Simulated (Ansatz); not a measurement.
# Co (Co, fcc): the cost of one run

Computed with Ansatz 0.2.0 (DFT RPBE, plane waves (420 eV) with PAW, scalar-relativistic; PAW files made under PBE, frozen cores solved again for the functional, unless a step says otherwise).

### 1 The system as given

It takes space group Fm-3m (No. 225, cubic). The conventional cell has a = 3.538 Å, b = 3.538 Å, c = 3.538 Å, α = 90.00°, β = 90.00°, γ = 90.00°. Co (site symmetry m-3m) has 12 Co at 2.50 Å as nearest neighbours.

Structure file:

```
CELL_PARAMETERS angstrom
2.50189 0.00000 0.00000
0.00000 2.50189 0.00000
0.00000 0.00000 3.53820
ATOMIC_POSITIONS crystal
Co 0.00000 0.00000 0.00000
Co 0.50000 0.50000 0.50000
```

The atoms start with moments of +1.7, -1.7 μB.

### 2 Geometry optimisation

input.yaml

```yaml
crystal:
  lattice:
    - [2.5018880127, 0.0, 0.0]
    - [0.0, 2.5018880127, 0.0]
    - [0.0, 0.0, 3.5382039592]
  atoms:
    - { symbol: Co, position: [0.0, 0.0, 0.0], spin: 1.7 }
    - { symbol: Co, position: [0.5, 0.5, 0.5], spin: -1.7 }
hamiltonian:
  xc: rpbe
  pseudopotentials:
    kind: paw
    azcp:
      Co: "pseudopotentials/Co.paw.azcp"
basis:
  ecutwfc: 420
  fft_grid_basis: typed
kpoints:
  mp_grid: { grid: [12, 12, 9], shift: [0, 0, 0] }
magnetization:
  spin_polarized: true
scf:
  occupations: { method: fermi_dirac, width: 0.05 }
relax:
  max_steps: 60
  f_tol: 0.01
  cell: {}
output:
  write_density: true
  write_potential: true
  elf: true
  volumetric_format: npy
```

Run with:

```sh
> ansatz run input.yaml --threads 2 --pin off --max-ram 5120MiB --backend cpu --events-out ev --progress --plain --runs-dir out
```

Q: Estimate wall time and peak memory on 2 threads of Intel Xeon Platinum 8259CL at 2.50GHz (Skylake/Cascade Lake), shared host.

About 28 s, with a peak of 0.5 GiB.
